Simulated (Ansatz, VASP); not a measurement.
# Pb in VASP and in Ansatz

```
Pb
1.0
     2.97783   -1.71531    0.00000
     2.97783    1.71531    0.00000
    -2.07315    0.00000    6.09522
Pb
2
Direct
  0.90851 0.90851 0.72629
  0.09149 0.09149 0.27371
```

Change from the starting cell: strain_xy = -0.02.

Alike in both runs: task single point; functional PBEsol; k mesh 9 × 9 × 5; occupations fermi-dirac, width 0.05 eV; no spin polarisation.

```csv
,VASP,Ansatz
version,VASP 6.6.1,Ansatz 0.2.0
potentials or method,"VASP PAW PBE potentials, release 64 (Pb_d), cutoff 520 eV","all-electron LAPW, scalar-relativistic"
```

|  | VASP | Ansatz | Ansatz less VASP |
| --- | --- | --- | --- |
| gap on the k mesh at the Fermi level (eV) | none | none | - |
| pressure (GPa) | -0.2 | -0.1 | +0.07 |
| largest component of the traceless stress (GPa) | 0.92 | 0.92 | 0.000 |
| rms of the force components (eV/Å) | 0.024 | 0.024 | -0.0004 |

Atom by atom the forces differ by 0.001 eV/Å (rms over components). A gap of «none» marks a metal or a gap that the smearing closes. Ansatz ran all-electron here, so the differences hold the error of VASP's frozen core and of both bases.

Caveats: the PAW data sets were made with another functional, which shifts forces and pressure a little (VASP). Spin-orbit coupling is left out, which matters for the levels of Pb.
